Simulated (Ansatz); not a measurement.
# What holes 2.0×10^22 cm⁻³ does to BaSnO3

Start from BaSnO₃ in the cubic perovskite structure (space group Pm-3m, No. 221; a = 4.1313 Å).

Perturbation: hole doping at 2.0×10^22 cm⁻³ (1.41 per cell), with a uniform compensating background at fixed cell and a 300 K Fermi–Dirac width.

All numbers come from DFT with r2SCAN, PAW potentials and a 500 eV plane-wave cutoff in Ansatz (a program for electronic structure), no spin-orbit coupling. k-mesh 11×11×11 (Γ-centred); smearing 0.0259 eV (Fermi–Dirac).

```tsv
quantity	base	changed	shift
gap between the host's bands	1.56 eV	2.24 eV	+0.674 eV
gap character	indirect, R → Γ	indirect, R → Γ	–
Fermi level relative to the doped band's edge (positive inside the band; to 0.05 eV)	–	+0.35 eV	–
```

Final structure:

```
CELL_PARAMETERS angstrom
      4.13132     0.00000     0.00000
      0.00000     4.13132     0.00000
      0.00000     0.00000     4.13132
ATOMIC_POSITIONS crystal
  Ba 0.00000 0.00000 0.00000
  Sn 0.50000 0.50000 0.50000
  O  0.00000 0.50000 0.50000
  O  0.50000 0.50000 0.00000
  O  0.50000 0.00000 0.50000
```
Cell charge +1.41025.

Cost of the whole job for the changed cell (relaxation, final SCF and bands): very roughly 30 core-seconds.

Carriers are added with a uniform compensating background; total energy and stress of such cells depend on the potential's zero and are not compared; many-body gap narrowing is missing at this level. No phonon test of stability was made.
